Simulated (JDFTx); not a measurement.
# CaF2 (Fluorite) under changes of volume

One of the cells (13.579 Å³/atom); the others are scaled copies at fixed shape and fractional positions:

```
CELL_PARAMETERS angstrom
0.00000 2.73100 2.73100
2.73100 0.00000 2.73100
2.73100 2.73100 0.00000
ATOMIC_POSITIONS crystal
Ca 0.00000 0.00000 0.00000
F 0.75000 0.75000 0.75000
F 0.25000 0.25000 0.25000
```

* Program: JDFTx 1.7.0 (patched build)
* Functional: PBE
* Potentials or basis: PseudoDojo-SR-PBE-0.5-standard
* Cutoff: 1143 eV
* Density cutoff: 9143 eV
* k mesh: 8 × 8 × 8
* Occupations: fermi-dirac, width 0.05 eV
* Spin: no spin polarisation

| volume (Å³/atom) | energy over the lowest point (meV/atom) | pressure (GPa) | gap on the mesh (eV) |
| --- | --- | --- | --- |
| 12.764 | 26.08 | 8.0 | 7.71 |
| 13.036 | 14.48 | 5.7 | 7.58 |
| 13.308 | 6.51 | 3.7 | 7.45 |
| 13.579 | ? | ? | ? |
| 13.851 | 0.00 | 0.2 | 7.21 |
| 14.122 | 0.84 | -1.2 | 7.10 |
| 14.394 | 4.05 | -2.6 | 6.99 |

Q: What does the run at 13.579 Å³/atom give?

A: Energy over the lowest point 1.79 meV/atom; pressure 1.8 GPa; gap on the mesh 7.33 eV.

Worked out: A Birch-Murnaghan fit of order 3 (a polynomial in V^(-2/3)) to the other rows has its minimum at 13.90 Å³/atom with B0 = V·E''(V) = 78 GPa and B' = 4.3. It gives 1.80 meV/atom at 13.579 Å³/atom, against the run's 1.79, and -dE/dV = 1.9 GPa, against 1.8. A straight line through the other rows of the gap, of slope -6 eV per unit of ln V, gives 7.33 eV, against the run's 7.33.

A mesh can miss the band edges.
